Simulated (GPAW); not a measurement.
Input of a GPAW 26.7.0 run:

File run.py:

```python
from ase import Atoms
from ase.dft.bandgap import bandgap
from ase.io import write
from ase.units import GPa
from gpaw import GPAW, PW

atoms = Atoms(['Sn', 'Sn'],
              cell=[[-2.9401404553, 2.9401404553, 1.5993019889],
                    [2.9401404553, -2.9401404553, 1.5993019889],
                    [2.9401404553, 2.9401404553, -1.5993019889]],
              scaled_positions=[[0.0, 0.0, 0.0],
                                [0.75, 0.25, 0.5]],
              pbc=True)

calc = GPAW(mode=PW(500),
            xc='LDA',
            kpts={'size': (8, 8, 8), 'gamma': True},
            occupations={'name': 'fermi-dirac', 'width': 0.05},
            nbands=24,
            maxiter=120,
            txt='gpaw.txt')
atoms.calc = calc
energy = atoms.get_potential_energy()
forces = atoms.get_forces()
stress = atoms.get_stress()
calc.write('gs.gpw')
write('result.traj', atoms)
print(f'Energy: {energy:.6f} eV')
print('Forces (eV/A):')
print(forces.round(4))
print('Stress (GPa):', (stress / GPa).round(3))
print('Fermi level:', round(calc.get_fermi_level(), 4), 'eV')
print(f'Gap: {bandgap(calc)[0]:.4f} eV, direct: {bandgap(calc, direct=True)[0]:.4f} eV')
```

Potentials or basis: the program's PAW data sets (release 1.2.1) made for this functional, pw.

The run is started by

```console
$ OMP_NUM_THREADS=1 python run.py
```

Task: Estimate the band gap on the k mesh.

Result: None (metal or under the smearing width).

Task: What does it give for the pressure?

Result: -3.6 GPa.

Stress tensor (GPa, compression positive):
```
-4.06  0.00  0.00
 0.00 -4.06  0.00
 0.00  0.00 -2.78
```

Caveat: the cutoff is short for stress and forces, so pressures can be off by a GPa or more.
